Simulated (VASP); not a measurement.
# Settings for Ba: density of states

Ba, Fm-3m (no. 225), 1 atom in the cell. LDA; PAW potentials Ba_sv (LDA set). VASP 6.6.1.

Wanted: density of states by 0.5 eV bins within 20 %; centre of the states within 12 eV below the valence top within 0.1 eV; states at the Fermi level within 20 %.

What the run is for: density of states; Accuracy asked: screening; k mesh of the density: 8 × 8 × 8.

POSCAR:
```
Ba
1.0
    0.0000000000      3.2326650028      3.2326650028
    3.2326650028      0.0000000000      3.2326650028
    3.2326650028      3.2326650028      0.0000000000
Ba
1
Direct
    0.0000000000      0.0000000000      0.0000000000
```

The series start from Plane-wave cutoff (eV): 210; k-point mesh: 10 × 10 × 10; Energy points (NEDOS): 2001; Occupations for the DOS: ISMEAR=-5; Electronic threshold (eV): 1e-6; Precision mode (PREC): Accurate. Each series keeps the choices made before it, and each single choice may use up half of a tolerance. Times cover all steps of a run.

## Plane-wave cutoff (eV)

| Plane-wave cutoff (eV) | Density of states by 0.5 eV bins, largest deviation against the largest value | Centre of the states within 12 eV below the valence top (eV) | States at the Fermi level (states/eV/atom) | Time (s) |
|---|---|---|---|---|
| 150 | 2.3 % | -0.78 | 1.446 | 7.9 |
| 180 | 0.16 % | -0.78 | 1.449 | 9.2 |
| 210 | 0.16 % | -0.78 | 1.457 | 12 |
| 240 | 0.076 % | -0.78 | 1.453 | 11 |
| 300 | 0.023 % | -0.78 | 1.449 | 26 |
| 380 | 0.0076 % | -0.78 | 1.449 | 29 |
| 450 (reference) | 0 % | -0.78 | 1.449 | 30 |

Chosen: 150, the loosest value from which every tighter one stays within half of the tolerance.

## k-point mesh

| k-point mesh | Density of states by 0.5 eV bins, largest deviation against the largest value | Centre of the states within 12 eV below the valence top (eV) | States at the Fermi level (states/eV/atom) | Time (s) |
|---|---|---|---|---|
| 4 × 4 × 4 | 35 % | -0.72 | 0.1094 | 5.4 |
| 7 × 7 × 7 | 14 % | -0.77 | 0.7861 | 6.8 |
| 8 × 8 × 8 | 10 % | -0.77 | 1.133 | 9.2 |
| 10 × 10 × 10 | 7.4 % | -0.78 | 1.446 | 7.9 |
| 12 × 12 × 12 | 3.3 % | -0.80 | 1.701 | 16 |
| 15 × 15 × 15 | 1.7 % | -0.81 | 1.772 | 16 |
| 17 × 17 × 17 | 1.4 % | -0.81 | 1.807 | 15 |
| 22 × 22 × 22 (reference) | 0 % | -0.80 | 1.815 | 28 |

Chosen: 12 × 12 × 12.

## Energy points (NEDOS)

| Energy points (NEDOS) | Density of states by 0.5 eV bins, largest deviation against the largest value | Centre of the states within 12 eV below the valence top (eV) | States at the Fermi level (states/eV/atom) | Time (s) |
|---|---|---|---|---|
| 301 | 4 % | -0.85 | 1.666 | 14 |
| 501 | 3.2 % | -0.83 | 1.78 | 9.8 |
| 1001 | 0.6 % | -0.81 | 1.727 | 9.6 |
| 2001 | 0.23 % | -0.80 | 1.701 | 16 |
| 4001 (reference) | 0 % | -0.80 | 1.686 | 11 |

Chosen: 501.

## Occupations for the DOS

| Occupations for the DOS | Density of states by 0.5 eV bins, largest deviation against the largest value | Centre of the states within 12 eV below the valence top (eV) | States at the Fermi level (states/eV/atom) | Time (s) |
|---|---|---|---|---|
| ISMEAR=-5 | 0 % | -0.83 | 1.78 | 9.8 |
| ISMEAR=-4 | 0 % | -0.83 | 1.78 | 16 |
| ISMEAR=0 SIGMA=0.05 | 7.5 % | -0.84 | 1.456 | 12 |
| ISMEAR=0 SIGMA=0.1 | 5.2 % | -0.83 | 1.575 | 14 |
| ISMEAR=-15 SIGMA=0.025 | 0.31 % | -0.83 | 1.78 | 13 |
| ISMEAR=1 SIGMA=0.1 | 7.2 % | -0.84 | 1.502 | 11 |

Chosen: ISMEAR=-5; no other choice that stays within half of the tolerance saves 30 % of the time.

## Electronic threshold (eV)

| Electronic threshold (eV) | Density of states by 0.5 eV bins, largest deviation against the largest value | Centre of the states within 12 eV below the valence top (eV) | States at the Fermi level (states/eV/atom) | Time (s) |
|---|---|---|---|---|
| 0.001 | 0.04 % | -0.83 | 1.78 | 9.9 |
| 0.0001 | 0.036 % | -0.83 | 1.78 | 10 |
| 1e-5 | 0.018 % | -0.83 | 1.78 | 11 |
| 1e-6 (reference) | 0 % | -0.83 | 1.78 | 9.8 |

Chosen: 0.001.

## Precision mode (PREC)

| Precision mode (PREC) | Density of states by 0.5 eV bins, largest deviation against the largest value | Centre of the states within 12 eV below the valence top (eV) | States at the Fermi level (states/eV/atom) | Time (s) |
|---|---|---|---|---|
| Normal | 0.0073 % | -0.83 | 1.78 | 4.9 |
| Accurate (reference) | 0 % | -0.83 | 1.78 | 9.9 |

Chosen: Normal.

## All choices together

| Input | Density of states by 0.5 eV bins, largest deviation against the largest value | Centre of the states within 12 eV below the valence top (eV) | States at the Fermi level (states/eV/atom) | Time (s) |
|---|---|---|---|---|
| defaults for smearing, thresholds and mesh (naive) | 73 % | -0.81 | 0.7183 | 6.1 |
| chosen settings | 2.6 % | -0.83 | 1.78 | 4.9 |
| reference settings throughout | 0 % | -0.81 | 1.81 | 118 |

The tolerance is met.

## The input

INCAR.step1:
```
ALGO = Normal ; EDIFF = 0.001
ENCUT = 150 ; GGA = CA
GGA_COMPAT = False ; ISMEAR = 1
LASPH = True ; LCHARG = True
LREAL = False ; LWAVE = False
NBANDS = 19 ; NELM = 120
PREC = Normal ; SIGMA = 0.1
```

INCAR.step2, as INCAR.step1 but for:
```
- ISMEAR = 1
- LCHARG = True
- SIGMA = 0.1
+ EMAX = 9.2566
+ EMIN = -15.7434
+ ICHARG = 11
+ ISMEAR = -5
+ LCHARG = False
+ LORBIT = 11
+ NEDOS = 501
```

KPOINTS.step1:
```
k-points
0
Gamma
  8 8 8
```

KPOINTS.step2:
```
Automatic mesh
0
Gamma
  12 12 12
  0 0 0
```

Commands (each step's output is kept before the next begins):
```
cat potpaw_LDA.64/Ba_sv/POTCAR > POTCAR
cp INCAR.step1 INCAR
cp KPOINTS.step1 KPOINTS
mpirun -np 1 vasp_std > vasp.out
cp INCAR.step2 INCAR
cp KPOINTS.step2 KPOINTS
mpirun -np 1 vasp_std > vasp.out
```

The chosen input took VASP 6.6.1 4.9 s on 1 core (Intel Xeon Platinum 8488C (Sapphire Rapids)), a shared host.
